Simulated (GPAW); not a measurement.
Here is a GPAW 26.7.0 calculation.

run.py

```python
from ase import Atoms
from ase.filters import FrechetCellFilter
from ase.io import write
from ase.optimize import BFGS
from ase.units import GPa
from gpaw import GPAW, PW, setup_paths

setup_paths.insert(0, '.')

atoms = Atoms(['Cd', 'Cd', 'Se', 'Se'],
              cell=[[4.3, 0.0, 0.0],
                    [-2.15, 3.7239092363, 0.0],
                    [0.0, 0.0, 7.02]],
              scaled_positions=[[0.6666666667, 0.3333333333, 0.5],
                                [0.3333333333, 0.6666666667, 0.0],
                                [0.6666666667, 0.3333333333, 0.885],
                                [0.3333333333, 0.6666666667, 0.385]],
              pbc=True)

calc = GPAW(mode=PW(600),
            xc='BLYP',
            kpts={'size': (5, 5, 3), 'gamma': True},
            occupations={'name': 'fermi-dirac', 'width': 0.05},
            nbands=31,
            convergence={'density': 1e-06, 'energy': 1e-06, 'eigenstates': 1e-10},
            eigensolver='davidson',
            maxiter=150,
            txt='gpaw.txt')
atoms.calc = calc
opt = BFGS(FrechetCellFilter(atoms, scalar_pressure=-2 * GPa), trajectory='relax.traj', logfile='-')
done = opt.run(fmax=0.02, steps=40)
calc.write('gs.gpw')
write('result.traj', atoms)
print('Converged:', done)
print('Cell:', atoms.cell.cellpar().round(4))
print('Volume:', round(atoms.get_volume(), 4))
print(atoms.get_scaled_positions().round(5))
```

Potentials or basis: PAW data sets generated in the run's folder for this functional, pw.

The run is started by

```console
$ gpaw-setup -f BLYP Cd Se
$ OMP_NUM_THREADS=1 python run.py
```

(1) Estimate the relaxed cell.

(2) Estimate the band gap on the k mesh.

Answers

(1) a = 4.564 Å, b = 4.564 Å, c = 7.419 Å, α = 90.00°, β = 90.00°, γ = 120.00°.

(2) 0.19 eV, direct.

Caveat: later steps reuse the first step's grids.
